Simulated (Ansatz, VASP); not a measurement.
**RbBr: VASP beside Ansatz**

File INCAR:

```
PREC     = Accurate       # precision mode
ENCUT    = 520            # plane-wave cutoff, eV
EDIFF    = 1E-6           # SCF threshold, eV
ISMEAR   = -1             # smearing method
SIGMA    = 0.05           # smearing width, eV
LREAL    = F              # projectors in reciprocal space
LASPH    = T              # aspherical terms in the spheres
NELM     = 100            # most SCF steps
ALGO     = Fast           # electronic algorithm
ISIF     = 2              # what is computed and relaxed
LWAVE    = F              # write WAVECAR
LCHARG   = F              # write CHGCAR
GGA      = PS             # functional
NBANDS   = 15             # bands
```

The input KPOINTS:

```
Automatic mesh
0
Gamma
  7 7 7
```

Contents of POSCAR:

```
RbBr
1.0
    0.0000000000      3.4270000000      3.4270000000
    3.4270000000      0.0000000000      3.4270000000
    3.4270000000      3.4270000000      0.0000000000
Rb Br
1 1
Direct
    0.0000000000      0.0000000000      0.0000000000
    0.5000000000      0.5000000000      0.5000000000
```

Contents of input.yaml:

```yaml
crystal:
  lattice:
    - [0.0, 3.427, 3.427]
    - [3.427, 0.0, 3.427]
    - [3.427, 3.427, 0.0]
  atoms:
    - { symbol: Rb, position: [0.0, 0.0, 0.0] }
    - { symbol: Br, position: [0.5, 0.5, 0.5] }
kpoints:
  mp_grid: { grid: [7, 7, 7] }
  band_path:
    path:
      - [0.0, 0.0, 0.0]
      - [0.5, 0.0, 0.5]
      - [0.5, 0.25, 0.75]
      - [0.375, 0.375, 0.75]
      - [0.0, 0.0, 0.0]
      - [0.5, 0.5, 0.5]
      - [0.625, 0.25, 0.625]
      - [0.5, 0.25, 0.75]
    npoints: 6
scf:
  occupations: { method: fermi_dirac, width: 0.05 }
hamiltonian:
  xc: pbesol
  pseudopotentials: { kind: all_electron, lapw: { basis_error: 0.001 } }
output:
  forces: true
  stress: true
  eigenvalues: true
```

Alike in both runs: functional PBEsol; k mesh 7 × 7 × 7; occupations fermi-dirac, width 0.05 eV; no spin polarisation.

```csv
,VASP,Ansatz
version,VASP 6.6.1,Ansatz 0.2.0
potentials or method,"VASP PAW PBE potentials, release 64 (Rb_sv, Br)","all-electron LAPW, scalar-relativistic"
plane-wave cutoff (eV),520,see its input
task,single point,band structure
```

|  | VASP | Ansatz | Ansatz less VASP |
| --- | --- | --- | --- |
| gap on the k mesh at the Fermi level (eV) | 4.21 | 4.21 | +0.003 |
| least direct gap on the mesh (eV) | 4.21 | 4.21 | +0.003 |
| pressure (GPa) | 0.0 | -0.1 | -0.03 |

Ansatz ran all-electron here, so the differences hold the error of VASP's frozen core and of both bases.

Caveats: the PAW data sets were made with another functional, which shifts forces and pressure a little (VASP); an odd mesh through Γ misses points on the zone boundary, where band edges often lie (VASP). As with any semilocal functional, this PBEsol gap is likely too small.
